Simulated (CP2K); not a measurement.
# TiAl3 (I4/mmm) in CP2K: a series of runs

The runs below take TiAl3 through single point, with PW91, SCAN.

All numbers are computed with CP2K 2026.2; they aren't measurements. Logs are shortened: lines on timing, memory, paths and dates and some standing lists are left out, and cuts for length are marked.

### Step 1. The crystal as given

The structure is tetragonal, space group I4/mmm (No. 139). The conventional cell has a = 3.822 Å, b = 3.822 Å, c = 8.561 Å, α = 90.00°, β = 90.00°, γ = 90.00°. Ti (site symmetry 4/mmm) has 12 Al at 2.70 to 2.87 Å as nearest neighbours. Around Al (site symmetry -4m2) lie 8 Al at 2.70 to 2.87 Å and 4 Ti at 2.87 Å. Around Al (site symmetry 4/mmm) lie 4 Ti at 2.70 Å and 8 Al at 2.87 Å.

The cell comes from a database or a generator and needn't be the stable form of this composition.

### Step 2. Single point, PW91

The input, tial3_scf.inp:

```
&GLOBAL
  PROJECT tial3_scf
  RUN_TYPE ENERGY_FORCE
  PRINT_LEVEL LOW
&END GLOBAL
&FORCE_EVAL
  METHOD QS
  STRESS_TENSOR ANALYTICAL
  &DFT
    BASIS_SET_FILE_NAME BASIS_MOLOPT_UZH
    POTENTIAL_FILE_NAME POTENTIAL_UZH
    &MGRID
      CUTOFF 675
      REL_CUTOFF 60
      NGRIDS 5
    &END MGRID
    &QS
      METHOD GPW
      EPS_DEFAULT 1.0E-9
    &END QS
    &KPOINTS
      SCHEME MONKHORST-PACK 10 10 10
      GAMMA_CENTERED T
      SYMMETRY T
      SYMMETRY_BACKEND SPGLIB
    &END KPOINTS
    &SCF
      SCF_GUESS ATOMIC
      EPS_SCF 1.0E-6
      MAX_SCF 100
      ADDED_MOS 17
      CHOLESKY OFF
      EPS_EIGVAL 1.0E-7
      &DIAGONALIZATION ON
        ALGORITHM STANDARD
      &END DIAGONALIZATION
      &MIXING ON
        METHOD BROYDEN_MIXING
        ALPHA 0.4
        BETA 1.5
        NBUFFER 8
      &END MIXING
      &SMEAR ON
        METHOD FERMI_DIRAC
        ELECTRONIC_TEMPERATURE [K] 580.226
      &END SMEAR
    &END SCF
    &XC
      &XC_FUNCTIONAL
        &GGA_X_PW91
        &END GGA_X_PW91
        &GGA_C_PW91
        &END GGA_C_PW91
      &END XC_FUNCTIONAL
    &END XC
    &PRINT
      &KPOINTS ON
      &END KPOINTS
      &MULLIKEN ON
      &END MULLIKEN
      &MO ON
        ENERGIES T
        OCCUPATION_NUMBERS T
        &EACH
          QS_SCF 0
        &END EACH
        ADD_LAST NUMERIC
      &END MO
    &END PRINT
  &END DFT
  &SUBSYS
    &CELL
      A 5.0624878778 0.0000000000 0.0000000000
      B 2.1766900807 4.5706458849 0.0000000000
      C -3.6195889792 -2.2853229424 2.7027131151
      PERIODIC XYZ
    &END CELL
    &COORD
      SCALED
      Ti  0.0000000000 0.0000000000 0.0000000000
      Al  0.2500000000 0.7500000000 0.5000000000
      Al  0.7500000000 0.2500000000 0.5000000000
      Al  0.5000000000 0.5000000000 0.0000000000
    &END COORD
    &KIND Ti
      BASIS_SET TZVP-MOLOPT-PBE-GTH-q12
      POTENTIAL GTH-PBE-q12
    &END KIND
    &KIND Al
      BASIS_SET TZVP-MOLOPT-PBE-GTH-q3
      POTENTIAL GTH-PBE-q3
    &END KIND
    &PRINT
      &ATOMIC_COORDINATES ON
      &END ATOMIC_COORDINATES
      &CELL ON
      &END CELL
    &END PRINT
  &END SUBSYS
  &PRINT
    &FORCES ON
    &END FORCES
    &STRESS_TENSOR ON
    &END STRESS_TENSOR
  &END PRINT
&END FORCE_EVAL
```

Potentials or basis: POTENTIAL_UZH Ti GTH-PBE-q12, Al GTH-PBE-q3; TZVP-MOLOPT-PBE-GTH basis.

The run is started by

```bash
OMP_NUM_THREADS=1 cp2k.psmp -i tial3_scf.inp -o tial3_scf.out
```

tial3_scf.out:

```text

 CP2K| version string:                                       CP2K version 2026.2
 CP2K| Input file name                                             tial3_scf.inp

 GLOBAL| Force Environment number                                              1
 GLOBAL| Basis set file name                                    BASIS_MOLOPT_UZH
 GLOBAL| Potential file name                                       POTENTIAL_UZH
 GLOBAL| MM Potential file name                                     MM_POTENTIAL
 GLOBAL| Coordinate file name                                      __STD_INPUT__
 GLOBAL| Method name                                                        CP2K
 GLOBAL| Project name                                                  tial3_scf
 GLOBAL| Run type                                                   ENERGY_FORCE
 GLOBAL| FFT library                                                       FFTW3
 GLOBAL| Diagonalization library                                       ScaLAPACK
 GLOBAL| Cholesky decomposition library                                ScaLAPACK
 GLOBAL| DGEMM library                                                      BLAS
 GLOBAL| Direct generalized diagonalization requested                          F
 GLOBAL| Matrix multiplication library                                 ScaLAPACK
 GLOBAL| Global print level                                                  LOW
 GLOBAL| Total number of message passing processes                             1
 GLOBAL| Number of threads for this process                                    1
 GLOBAL| CPU model name                                                  UNKNOWN

 CELL| Volume [angstrom^3]:                                            62.537645
 CELL| Vector a [angstrom]:       5.062     0.000     0.000   |a| =     5.062488
 CELL| Vector b [angstrom]:       2.177     4.571     0.000   |b| =     5.062488
 CELL| Vector c [angstrom]:      -3.620    -2.285     2.703   |c| =     5.062488
 CELL| Angle (b,c), alpha [degree]:                                   135.641745
 CELL| Angle (a,c), beta  [degree]:                                   135.641745
 CELL| Angle (a,b), gamma [degree]:                                    64.534693
 CELL| Numerically orthorhombic:                                              NO
 CELL| Periodicity                                                           XYZ

 CELL_REF| Volume [angstrom^3]:                                        62.537645
 CELL_REF| Vector a [angstrom     5.062     0.000     0.000   |a| =     5.062488
 CELL_REF| Vector b [angstrom     2.177     4.571     0.000   |b| =     5.062488
 CELL_REF| Vector c [angstrom    -3.620    -2.285     2.703   |c| =     5.062488
 CELL_REF| Angle (b,c), alpha [degree]:                               135.641745
 CELL_REF| Angle (a,c), beta  [degree]:                               135.641745
 CELL_REF| Angle (a,b), gamma [degree]:                                64.534693
 CELL_REF| Numerically orthorhombic:                                          NO
 CELL_REF| Periodicity                                                       XYZ
[... 10 lines left out ...]

  Total number of            - Atomic kinds:                                   2
                             - Atoms:                                          4
                             - Shell sets:                                     4
                             - Shells:                                        32
                             - Primitive Cartesian functions:                 18
[... 117 lines left out ...]
    10 Broy./Diag. 0.40E+00    8.9     0.00002430       -64.3778416352  2.96E-04
    11 Broy./Diag. 0.40E+00    8.9     0.00001577       -64.3777146680  1.27E-04
    12 Broy./Diag. 0.40E+00    8.9     0.00000161       -64.3777767080 -6.20E-05
    13 Broy./Diag. 0.40E+00    8.9     0.00000096       -64.3777774155 -7.07E-07

  *** SCF run converged in    13 steps ***

  Electronic density on regular grids:        -20.9999999897        0.0000000103
  Core density on regular grids:               20.9999999727       -0.0000000273
  Total charge density on r-space grids:       -0.0000000170
  Total charge density g-space grids:          -0.0000000170

  Overlap energy of the core charge distribution:               0.00000000000001
  Self energy of the core charge distribution:               -123.55142059177220
  Core Hamiltonian energy:                                     30.84597389651589
  Hartree energy:                                              38.18346079951504
  Exchange-correlation energy:                                 -9.85529736791795
  Electronic entropic energy:                                  -0.00049415172298
  Fermi energy:                                                 0.30422617804629

  Total energy:                                               -64.37777741547903
  Total energy (extrapolated to T->0):                        -64.37753033961754

 MO| EIGENVALUES AND OCCUPATION NUMBERS FOR K POINT 1
 MO|
 MO|  Index      Eigenvalue [a.u.]        Eigenvalue [eV]             Occupation
 MO|      1              -1.768737             -48.129771               2.000000
 MO|      2              -0.899177             -24.467854               2.000000
 MO|      3              -0.899154             -24.467219               2.000000
 MO|      4              -0.896112             -24.384454               2.000000
 MO|      5               0.004794               0.130462               2.000000
 MO|      6               0.069861               1.901023               2.000000
[... 462 lines left out ...]
 MO|     27               0.881891              23.997476               0.000000
 MO|     28               0.954445              25.971758               0.000000
 MO| Sum:                                                              22.000000
 MO| E(Fermi):            0.304226 a.u.          8.278415 eV

 [... the levels of further k-points ...]

 !-----------------------------------------------------------------------------!
                     Mulliken Population Analysis

 #  Atom  Element  Kind  Atomic population                           Net charge
       1     Ti       1         11.590466                              0.409534
       2     Al       2          3.145413                             -0.145413
       3     Al       2          3.145432                             -0.145432
       4     Al       2          3.118689                             -0.118689
 # Total charge                             21.000000                 -0.000000

 !-----------------------------------------------------------------------------!

 ENERGY| Total FORCE_EVAL ( QS ) energy [hartree]            -64.377777923086100

 FORCES| Atomic forces [hartree/bohr]
 FORCES|   Atom     x               y               z               |f|
 FORCES|      1  3.88415670E-09  3.07627814E-09 -2.10543697E-09   5.38358851E-09
 FORCES|      2  2.94422074E-09  1.48011429E-09 -2.98002988E-08   2.99819443E-08
 FORCES|      3 -8.27564058E-09 -3.27178000E-09  2.85502261E-08   2.99049525E-08
 FORCES|      4  1.46578630E-09 -1.38193889E-09  3.21980038E-09   3.79807834E-09
 FORCES| Sum     1.85231508E-11 -9.73264554E-11 -1.35709321E-10
 FORCES| Total atomic force                                       1.68025491E-10

 STRESS| Analytical stress tensor [bar]
 STRESS|                        x                   y                   z
 STRESS|      x        1.98673567485E+04   3.04295750275E+02   2.31372381459E-01
 STRESS|      y        3.04295750275E+02   1.95779429032E+04   1.45276502075E-01
 STRESS|      z        2.31372381459E-01   1.45276502075E-01   1.93853027488E+04
 STRESS| 1/3 Trace                                             1.96102008002E+04
 STRESS| Determinant                                           7.53835066260E+12

 STRESS| Eigenvectors and eigenvalues of the analytical stress tensor [bar]
 STRESS|                        1                   2                   3
 STRESS| Eigenvalues   1.93853026366E+04   1.93856987966E+04   2.00596009673E+04
 STRESS|      x          -0.001364937444     -0.534105189721      0.845416928657
 STRESS|      y           0.001401931404      0.845415863350      0.534106780134
 STRESS|      z           0.999998085765     -0.001914238885      0.000405160929
```

Wall time 2.2 min (1 thread of Arm Neoverse V1, shared host); peak memory 0.62 GiB.

What came out:

* Free energy: -1751.8084 eV
* Pressure: 2.0 GPa
* Band gap on the k mesh: none (metal or under the smearing width)
* Mulliken charges: Ti +0.41; Al -0.15, -0.12 e

Caveat: Mulliken charges move with the basis; the potentials were made for another functional, which shifts forces and pressure; the basis of atomic orbitals isn't converged, which shifts pressures, moduli and gaps.

### Step 3. Single point, SCAN

tial3_scf.inp, as its differences from that of step 2:

```diff
@@ -49,6 +49,6 @@
       &XC_FUNCTIONAL
-        &GGA_X_PW91
-        &END GGA_X_PW91
-        &GGA_C_PW91
-        &END GGA_C_PW91
+        &MGGA_X_SCAN
+        &END MGGA_X_SCAN
+        &MGGA_C_SCAN
+        &END MGGA_C_SCAN
       &END XC_FUNCTIONAL
```

Potentials or basis: POTENTIAL_UZH Ti GTH-PBE-q12, Al GTH-PBE-q3; TZVP-MOLOPT-PBE-GTH basis.

The run is started by

```bash
OMP_NUM_THREADS=1 cp2k.psmp -i tial3_scf.inp -o tial3_scf.out
```

tial3_scf.out:

```text

 CP2K| version string:                                       CP2K version 2026.2
 CP2K| Input file name                                             tial3_scf.inp

 GLOBAL| Force Environment number                                              1
 GLOBAL| Basis set file name                                    BASIS_MOLOPT_UZH
 GLOBAL| Potential file name                                       POTENTIAL_UZH
 GLOBAL| MM Potential file name                                     MM_POTENTIAL
 GLOBAL| Coordinate file name                                      __STD_INPUT__
 GLOBAL| Method name                                                        CP2K
 GLOBAL| Project name                                                  tial3_scf
 GLOBAL| Run type                                                   ENERGY_FORCE
 GLOBAL| FFT library                                                       FFTW3
 GLOBAL| Diagonalization library                                       ScaLAPACK
 GLOBAL| Cholesky decomposition library                                ScaLAPACK
 GLOBAL| DGEMM library                                                      BLAS
 GLOBAL| Direct generalized diagonalization requested                          F
 GLOBAL| Matrix multiplication library                                 ScaLAPACK
 GLOBAL| Global print level                                                  LOW
 GLOBAL| Total number of message passing processes                             1
 GLOBAL| Number of threads for this process                                    1
 GLOBAL| CPU model name                                                  UNKNOWN

 CELL| Volume [angstrom^3]:                                            62.537645
 CELL| Vector a [angstrom]:       5.062     0.000     0.000   |a| =     5.062488
 CELL| Vector b [angstrom]:       2.177     4.571     0.000   |b| =     5.062488
 CELL| Vector c [angstrom]:      -3.620    -2.285     2.703   |c| =     5.062488
[... 647 lines left out ...]
 MO| E(Fermi):            0.307206 a.u.          8.359494 eV

 [... the levels of further k-points ...]

 !-----------------------------------------------------------------------------!
                     Mulliken Population Analysis

 #  Atom  Element  Kind  Atomic population                           Net charge
       1     Ti       1         11.650084                              0.349916
       2     Al       2          3.135033                             -0.135033
       3     Al       2          3.135047                             -0.135047
       4     Al       2          3.079836                             -0.079836
 # Total charge                             21.000000                 -0.000000

 !-----------------------------------------------------------------------------!

 ENERGY| Total FORCE_EVAL ( QS ) energy [hartree]            -64.331652689972287

 FORCES| Atomic forces [hartree/bohr]
 FORCES|   Atom     x               y               z               |f|
 FORCES|      1  4.03748969E-09  3.17868975E-09 -1.43724390E-09   5.33582811E-09
 FORCES|      2 -6.67911368E-10  8.09162003E-09 -2.70999934E-08   2.82901054E-08
 FORCES|      3 -4.14797418E-09 -1.03773413E-08  2.79681770E-08   3.01183304E-08
 FORCES|      4  7.63227802E-10 -9.50428148E-10  5.26235865E-10   1.32768766E-09
 FORCES| Sum    -1.51680539E-11 -5.74596598E-11 -4.28244825E-11
 FORCES| Total atomic force                                       7.32503834E-11

 STRESS| Analytical stress tensor [bar]
 STRESS|                        x                   y                   z
 STRESS|      x        1.60927230669E+04   3.30368204378E+03   6.88359389411E-01
 STRESS|      y        3.30368204378E+03   1.29460573490E+04   4.43555737418E-01
 STRESS|      z        6.88359389411E-01   4.43555737418E-01   1.08599070156E+04
 STRESS| 1/3 Trace                                             1.32995624772E+04
 STRESS| Determinant                                           2.14399542284E+12

 STRESS| Eigenvectors and eigenvalues of the analytical stress tensor [bar]
 STRESS|                        1                   2                   3
 STRESS| Eigenvalues   1.08599067273E+04   1.08601976888E+04   1.81785830154E+04
 STRESS|      x           0.013785551611     -0.533691264481      0.845567024418
 STRESS|      y          -0.022043703199      0.845279646301      0.533869267423
 STRESS|      z           0.999661959722      0.025999110861      0.000111885644
```

It took 4.7 min on 1 thread of Arm Neoverse V1, shared host; peak memory 0.63 GiB.

What came out:

| Item | Value |
| --- | --- |
| Free energy | -1750.5533 eV |
| Pressure | 1.3 GPa |
| Band gap on the k mesh | none (metal or under the smearing width) |
| Mulliken charges | Ti +0.35; Al -0.14, -0.08 e |

Caveat: Mulliken charges move with the basis; the potentials were made for another functional, which shifts forces and pressure; the basis of atomic orbitals isn't converged, which shifts pressures, moduli and gaps.
